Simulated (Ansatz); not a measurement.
## W under changes of volume

One of the cells (15.848 Å³/atom); the others are scaled copies at fixed shape and fractional positions:

```
W
1.0
    -1.58234    1.58234    1.58234
     1.58234   -1.58234    1.58234
     1.58234    1.58234   -1.58234
W
1
Direct
  0.00000 0.00000 0.00000
```

```yaml
Program: Ansatz 0.2.0
Functional: LDA
Potentials_or_basis: all-electron LAPW, scalar-relativistic
Cutoff: 286 eV (chosen from the basis error)
Basis_error_allowed: 0.001 eV/atom
k_mesh: 12 × 12 × 12
Occupations: fermi-dirac, width 0.05 eV
Spin: no spin polarisation
```

```tsv
volume (Å³/atom)	energy over the lowest point (meV/atom)	pressure (GPa)
14.897	15.96	11.4
15.214	0.99	4.0
15.531	0.00	-2.8
15.848	11.70	-8.9
16.165	34.84	-14.4
16.482	68.32	-19.4
16.798	?	?
```

Task: What does the run at 16.798 Å³/atom give?

Result: Energy over the lowest point 111.14 meV/atom; pressure -23.9 GPa.

Worked out: A Birch-Murnaghan fit of order 3 (a polynomial in V^(-2/3)) to the other rows has its minimum at 15.39 Å³/atom with B0 = V·E''(V) = 324 GPa and B' = 3.9. It gives 111.02 meV/atom at 16.798 Å³/atom, against the run's 111.14, and -dE/dV = -23.9 GPa, against -23.9.

Energies are extrapolated to zero smearing.

The runs don't all hold the same shells in valence.
